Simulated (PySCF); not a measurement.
Molecule: `c1c[nH]cn1`, C3H4N2.

Atom-mapped SMILES (the numbers label the heavy atoms): `[cH:1]1[cH:2][nH:3][cH:4][n:5]1`. Each H is labelled by its parent atom.

Geometry PBE0-D3(BJ)/def2-SVP throughout; GIAO in PySCF 2.14.0 with density-fitted response routines, gas phase, one conformer, non-relativistic; equivalent atoms averaged; basis pcSseg-2.

Q: How do the shifts δ (against TMS, NH3 at the same level) depend on the functional? (ppm; last column core-seconds on shared hosts with different chips, so compare them loosely)

A: 
```csv
functional,kind,C4,C1,C2,N5,N3,H(N3),H(C4),H(C1),H(C2),core-s
HF,Hartree–Fock,146.4,138.8,121.8,302.6,161.1,8.41,7.70,7.46,7.14,7.1
LDA,LDA,140.7,142.3,122.5,315.2,190.1,8.61,7.42,7.37,7.05,18
PBE,GGA,136.0,136.9,117.8,302.2,180.7,8.52,7.42,7.32,7.00,23
BLYP,GGA,136.4,137.4,117.9,305.5,181.1,8.46,7.39,7.28,6.97,23
BP86,GGA,135.8,136.7,117.7,300.2,179.2,8.48,7.41,7.30,6.98,22
OPBE,GGA,131.5,131.9,113.9,288.0,173.5,8.56,7.47,7.32,7.02,23
KT2,GGA,128.9,128.4,110.9,283.3,170.5,8.53,7.41,7.27,7.00,23
KT3,GGA,127.8,127.3,109.8,280.7,168.0,8.52,7.42,7.26,6.98,22
B97-D,GGA,133.0,133.3,114.7,292.1,173.9,8.45,7.40,7.27,6.96,23
B3LYP,global hybrid,139.8,139.4,120.5,308.3,179.1,8.48,7.46,7.34,7.02,17
PBE0,global hybrid,139.8,139.0,120.6,304.7,177.7,8.54,7.51,7.38,7.05,14
mPW1PW91,global hybrid,140.1,139.2,120.9,305.2,177.4,8.50,7.50,7.37,7.04,14
WP04,global hybrid,140.6,140.2,121.8,303.0,172.3,8.33,7.34,7.16,6.80,24
B97-2,global hybrid,137.2,136.2,118.2,297.4,173.6,8.48,7.48,7.34,7.01,20
BHandHLYP,global hybrid,143.6,140.7,122.6,309.6,174.3,8.50,7.56,7.41,7.09,19
CAM-B3LYP,range-separated hybrid,143.9,142.3,123.9,311.4,179.8,8.49,7.50,7.39,7.07,26
wB97X-D,range-separated hybrid,142.2,140.7,122.8,305.5,177.0,8.47,7.51,7.39,7.05,20
LC-wPBE,range-separated hybrid,147.4,144.8,127.4,306.8,176.8,8.41,7.53,7.40,7.08,28
```

Q: Which nucleus moves most, in ppm?

A: N5 (pyridine-type nitrogen of an azole): from 280.7 ppm with KT3 to 315.2 ppm with LDA. The smallest spread is 0.28 ppm, at H(N3). Proton shifts span only some 12 ppm, so a few tenths of a ppm matter as much there as several ppm in carbon.
